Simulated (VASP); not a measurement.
Input of a VASP 6.6.1 run:

Contents of POSCAR:

```
InSb                                    
1.0
    0.0000000000      3.2606138137      3.2606138137
    3.2606138137      0.0000000000      3.2606138137
    3.2606138137      3.2606138137      0.0000000000
  In              Sb            
     1     1
Direct
     0.2500000000000000    0.2500000000000000    0.2500000000000000
     0.0000000000000000    0.0000000000000000    0.0000000000000000
```

The input INCAR.step1:

```
PREC     = Accurate       # precision mode
ENCUT    = 520            # plane-wave cutoff, eV
EDIFF    = 1E-5           # SCF threshold, eV
ISMEAR   = 0              # smearing method
SIGMA    = 0.02           # smearing width, eV
LREAL    = F              # projectors in reciprocal space
LASPH    = T              # aspherical terms in the spheres
NELM     = 100            # most SCF steps
ALGO     = Normal         # electronic algorithm
ISIF     = 2              # what is computed and relaxed
LWAVE    = T              # write WAVECAR
LCHARG   = F              # write CHGCAR
MAGMOM   = 0 0 0 0 0 0    # initial moments
LORBIT   = 11             # projections on sites
LSORBIT  = T              # spin-orbit coupling
GGA_COMPAT= F            
NBANDS   = 30             # bands
GGA      = PE             # functional
KPAR     = 4
```

Contents of INCAR.step2:

```
PREC     = Accurate       # precision mode
ENCUT    = 520            # plane-wave cutoff, eV
EDIFF    = 1E-6           # SCF threshold, eV
ISMEAR   = 0              # smearing method
SIGMA    = 0.02           # smearing width, eV
LREAL    = F              # projectors in reciprocal space
LASPH    = T              # aspherical terms in the spheres
NELM     = 100            # most SCF steps
ALGO     = Normal         # electronic algorithm
ISIF     = 2              # what is computed and relaxed
LWAVE    = F              # write WAVECAR
LCHARG   = F              # write CHGCAR
MAGMOM   = 0 0 0 0 0 0    # initial moments
LORBIT   = 11             # projections on sites
LSORBIT  = T              # spin-orbit coupling
GGA_COMPAT= F            
GGA      = PE             # functional
LHFCALC  = T              # exact exchange
HFSCREEN = 0.2            # screening, 1/A
PRECFOCK = Fast         
NBANDS   = 30             # bands
ISTART   = 1            
KPAR     = 4
```

Contents of KPOINTS:

```
Automatic mesh
0
Gamma
  4 4 4
```

Contents of KPOINTS_OPT:

```
path GXWKGLUWLK,UX
12
line-mode
reciprocal
 0.0000000000  0.0000000000  0.0000000000  G
 0.5000000000  0.0000000000  0.5000000000  X

 0.5000000000  0.0000000000  0.5000000000  X
 0.5000000000  0.2500000000  0.7500000000  W

 0.5000000000  0.2500000000  0.7500000000  W
 0.3750000000  0.3750000000  0.7500000000  K

 0.3750000000  0.3750000000  0.7500000000  K
 0.0000000000  0.0000000000  0.0000000000  G

 0.0000000000  0.0000000000  0.0000000000  G
 0.5000000000  0.5000000000  0.5000000000  L

 0.5000000000  0.5000000000  0.5000000000  L
 0.6250000000  0.2500000000  0.6250000000  U

 0.6250000000  0.2500000000  0.6250000000  U
 0.5000000000  0.2500000000  0.7500000000  W

 0.5000000000  0.2500000000  0.7500000000  W
 0.5000000000  0.5000000000  0.5000000000  L

 0.5000000000  0.5000000000  0.5000000000  L
 0.3750000000  0.3750000000  0.7500000000  K

 0.6250000000  0.2500000000  0.6250000000  U
 0.5000000000  0.0000000000  0.5000000000  X
```

Potentials or basis: VASP PAW PBE potentials, release 64 (In_d, Sb).

Command:

```bash
$ cat potpaw_PBE.64/In_d/POTCAR potpaw_PBE.64/Sb/POTCAR > POTCAR
$ cp INCAR.step1 INCAR
$ mpirun -np 4 vasp_ncl > vasp.out
$ cp INCAR.step2 INCAR
$ mpirun -np 4 vasp_ncl > vasp.out
```

Q: Estimate the net moment.

A: 0.00 μB per cell.

Q: Predict the pressure.

A: 0.2 GPa.

Moments on the atoms (μB; x, y, z):
```
In  0.00 0.00 0.00
Sb  0.00 0.00 0.00
```

Caveat: the k mesh is coarse (spacing up to 0.42 Å⁻¹), so the values aren't converged, least of all with exact exchange; the PAW data sets were made with another functional, which shifts forces and pressure a little.
